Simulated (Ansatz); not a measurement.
Relaxed bulk C:

```
C
1.0
     1.22946    0.70983    3.59810
    -1.22946    0.70983    3.59810
     0.00000   -1.41965    3.59810
C
2
Cartesian
  0.0000 0.0000 1.7988
  0.0000 0.0000 8.9955
```

Miller indices refer to the conventional cell of R-3m (No. 166), a = 2.459 Å, b = 2.459 Å, c = 10.794 Å, α = 90.00°, β = 90.00°, γ = 120.00°. The bulk's gap is 0.00 eV.

Method: DFT PBEsol, scalar-relativistic, plane waves, PAW in Ansatz. Cutoff 420 eV, Gaussian smearing of 0.05 eV, no spin polarisation. A dipole correction acts along the normal.

A relaxed slab with low-index faces, about a nanometre thick, has these properties:

```yaml
Surface_energy_mean_of_both_faces: 4.73 J/m²
Gap_of_the_slab_on_the_mesh: 0.06 eV
Bulk_valence_band_top_under_the_vacuum_level: 5.12 eV
Bulk_conduction_band_bottom_under_the_vacuum_level: 5.12 eV
```

(1) Which low-index plane was cut?

The gap is read on a mesh, which can miss the band edges, so it can be too wide. The smearing is narrow for a metal on this mesh. Gaps are read on the k points sampled, so a band crossing between them can be missed.

Answers

(1) The (110) plane.